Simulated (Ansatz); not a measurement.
Te (P3_121)

Theory: DFT PBE, scalar-relativistic, plane waves, PAW (Ansatz).

Settings: cutoff 420 eV, Γ-centred mesh 12×12×6 on the computed 3-atom cell, Gaussian smearing of 0.01 eV; no spin polarisation.

The structure is relaxed at this level of theory with its symmetry kept.

```
Te
1.0
     4.51867    0.00000    0.00000
    -2.25933    3.91328    0.00000
     0.00000    0.00000    5.95610
Te
3
Cartesian
  1.2123 0.0000 1.9854
  -0.6062 1.0499 3.9707
  1.6532 2.8634 0.0000
```

```
Space group                                                                                                                                 : P3_121 (No. 152)
Volume per atom                                                                                                                             : 236.9 bohr³
Formation energy from the elements' standard states (uncorrected)                                                                           : 0.000 eV/atom
Kohn–Sham band gap                                                                                                                          : 0.20 eV, indirect from (0.333, 0.333, 0.471) to H
Löwdin character of the top 1 eV of the valence band                                                                                        : Te 5p 94 %
Löwdin character of the lowest 1 eV of the conduction band                                                                                  : Te 5p 91 %, unprojected 4 %
Electron masses at the edge by Cartesian direction of the standard setting (m_e; degenerate bands sorted by energy; no spin-orbit coupling) : x: 0.050; y: 0.050; z: 0.066
Hole masses at the edge by Cartesian direction of the standard setting (m_e; degenerate bands sorted by energy; no spin-orbit coupling)     : x: 0.12; y: 0.12; z: 0.11
Bader charges (e)                                                                                                                           : Te (3 in the cell) 0.00
```

Spin-orbit coupling is left out, which matters for the bands of heavy elements.